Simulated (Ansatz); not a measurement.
**What a trial cell of Fe relaxes into**

Computed with DFT r2SCAN, scalar-relativistic, plane waves, PAW (Ansatz). Cutoff 500 eV, Γ-centred k mesh, Gaussian smearing, collinear spin, first started from parallel moments.

This is the end of a relaxation of cell and atoms.

```
CELL_PARAMETERS angstrom
2.41198 0.00000 0.00000
0.00000 2.41198 0.00000
0.00000 0.00000 2.41198
ATOMIC_POSITIONS crystal
Fe 0.00000 0.00000 0.00000
```

Energies count from the standard state of Fe at the same level.

Q: What space group does it have?

A: Pm-3m (No. 221). Conventional cell: a = 2.412 Å. Fe is coordinated by 6 Fe at 2.41 Å.

Q: How far above the standard state of Fe does it lie?

A: 0.78 eV/atom.

Q: Is it a metal?

A: Yes, bands cross the Fermi level on the 22×22×22 mesh.

Q: What net moment does it keep?

A: 2.91 μB per atom, with site moments up to 2.93 μB.

The final run used a 22×22×22 mesh on its 1-atom cell and 0.10 eV smearing. For metals, differences of a few meV/atom aren't resolved. The magnetic state reached may not be the lowest. The cell came from a trial start, so Fe may not exist in this structure.